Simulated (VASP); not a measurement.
A run of VASP 6.6.1:

File INCAR:

```
PREC     = Accurate       # precision mode
ENCUT    = 520            # plane-wave cutoff, eV
EDIFF    = 1E-6           # SCF threshold, eV
ISMEAR   = 0              # smearing method
SIGMA    = 0.02           # smearing width, eV
LREAL    = False          # projectors in reciprocal space
LASPH    = True           # aspherical terms in the spheres
NELM     = 100            # most SCF steps
ALGO     = Fast           # electronic algorithm
ISIF     = 2              # what is computed and relaxed
LWAVE    = False          # write WAVECAR
LCHARG   = False          # write CHGCAR
GGA      = PS             # functional
NBANDS   = 26             # bands
```

Contents of KPOINTS:

```
Automatic mesh
0
Gamma
  9 9 4
```

File POSCAR:

```
AgI
1.0
    4.5600051694      0.0000000000      0.0000000000
   -2.2800025847      3.9490803181      0.0000000000
    0.0000000000      0.0000000000      7.4512722802
Ag I
2 2
Direct
    0.6666666667      0.3333333333      0.6274532444
    0.3333333333      0.6666666667      0.1274532444
    0.6666666667      0.3333333333      0.0025467556
    0.3333333333      0.6666666667      0.5025467556
```

Potentials or basis: VASP PAW PBE potentials, release 64 (Ag, I).

Command:

```bash
$ cat potpaw_PBE.64/Ag/POTCAR potpaw_PBE.64/I/POTCAR > POTCAR
$ mpirun -np 1 vasp_std > vasp.out
```

Hardware: 1 thread of Intel(R) Xeon(R) 6975P-C (Granite Rapids) (shared host).

Question: Estimate the wall time of this run.

Answer: Wall time 40 s on 1 thread of Intel(R) Xeon(R) 6975P-C (Granite Rapids), on a shared host, peak memory 0.32 GiB. Counts: scf iterations 13, k points 36.
